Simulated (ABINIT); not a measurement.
Crystal: Pd.

```
Pd
1.0
     0.00000    1.94650    1.94650
     1.94650    0.00000    1.94650
     1.94650    1.94650    0.00000
Pd
1
Direct
  0.00000 0.00000 0.00000
```

Base run:

* Program: ABINIT 10.8.3 (patched build)
* Functional: AM05
* Potentials or basis: PseudoDojo NC SR PBEsol v0.4.1 standard
* Cutoff: 1116 eV
* k mesh: 12 × 12 × 12
* Occupations: fermi-dirac, width 0.05 eV
* Spin: no spin polarisation

Its results: band gap on the k mesh none (metal or under the smearing width); pressure -3.8 GPa.

Problem. The run is repeated on the same cell with these changes: functional from AM05 to WC. What comes out?

Solution. Band gap on the k mesh none (metal or under the smearing width); pressure -1.6 GPa.

Caveats: the potentials were made for another functional, which shifts forces and pressure.
